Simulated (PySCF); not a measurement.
# NMR parameters from quadrupole coupling constants

Compound: C2H2Cl2.
SMILES with atom numbers: `[Cl:1]/[CH:2]=[CH:3]/[Cl:4]` (hydrogens: H5 on C2; H6 on C3)

Geometry (PBE0-D3(BJ)/def2-SVP, Å), atoms numbered from 1 in this order:
```
atom  x, y, z in Å
Cl1    2.119    0.347   -0.001
C2     0.556   -0.368    0.001
C3    -0.556    0.368   -0.001
Cl4   -2.119   -0.347    0.001
H5     0.546   -1.460    0.005
H6    -0.546    1.460   -0.005
```

Computed at PBE0/pcSseg-1 (PySCF, non-relativistic):

```json
{"atom": "Cl1", "environment": "vinyl chlorine", "nucleus": "35Cl", "spin I": "3/2", "Q (b)": "-0.0817", "CQ = χzz (MHz)": "-76.697", "η": "0.093"}
```

Task: Work back to Vxx, Vyy and Vzz; CQ/MHz = 234.96 (Q/b)(Vzz/au).

Result: Vxx = −Vzz(1 − η)/2 and Vyy = −Vzz(1 + η)/2, in au:

```csv
atom,Vxx (au),Vyy (au),Vzz (au),Vzz (10²¹ V/m²)
Cl1,-1.811,-2.184,3.995,38.82
```

Task: At 16.45 T, set νQ = 3|CQ|/[2I(2I − 1)] beside the Larmor frequency (|g| × 7.62259 MHz/T × B; g(35Cl) = 0.54792), and give PQ = |CQ|√(1 + η²/3).

Result: 
```csv
atom,PQ (MHz),νQ (MHz),ν0 (MHz),νQ/ν0
Cl1,76.81,38.35,68.70,0.558
```

For Cl1: PQ = 76.70 × 1.0015, νQ = 76.70 × 0.5000, ν0 = 4.1765 MHz/T × 16.45 T.

For Cl1 νQ isn't small against ν0, so the high-field expansions of solid-state NMR fail there at this field.

Solvent, lattice and vibrations would change these gradients. Geometry: PBE0-D3(BJ)/def2-SVP; no solvent, vibrations or thermal averaging. With so small a basis the couplings can be 20 % off.
